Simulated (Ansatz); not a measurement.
Runs of Ansatz 0.2.0 on As. Symmetry: P6/mmm, No. 191, hexagonal system. Conventional cell: a = 4.566 Å, b = 4.566 Å, c = 2.834 Å, α = 90.00°, β = 90.00°, γ = 120.00°. As (site symmetry -6m2) has 5 As at 2.64 to 2.83 Å as nearest neighbours. The cell was built by a generator and needn't be a form met in nature.

| level | cutoff (eV) | gap on the mesh (eV) | pressure (GPa) |
| --- | --- | --- | --- |
| PBE0 | 420 | none | -3.0 |
| PBE | 420 | none | -0.6 |
| BLYP | 420 | none | (a) |
| r2SCAN | 500 | none | -2.3 |
| r2SCAN0 | 500 | none | -3.8 |
| LDA | 420 | none | -4.5 |
| RPBE | 420 | none | 0.8 |
| revPBE | 420 | none | (b) |

Alike in all rows: task projected density of states; potentials or basis Ansatz PAW; no spin polarisation; cell as given; k mesh 4 × 4 × 5; smearing fermi-dirac 0.05 eV; the mesh is coarse, so values aren't converged.

Task: Estimate the missing entries.

Result: (a) 3.4; (b) 0.4.

Caveats: all runs use coarse meshes; the PAW data sets come from PBE, with cores solved anew for the run's functional, which leaves a small shift of forces and pressure (some runs); the thresholds are loose for stress (some runs).

A k mesh can miss the band edges, and the runs leave out spin-orbit coupling on As.

A gap of «none» marks a metal or a gap under the smearing width.
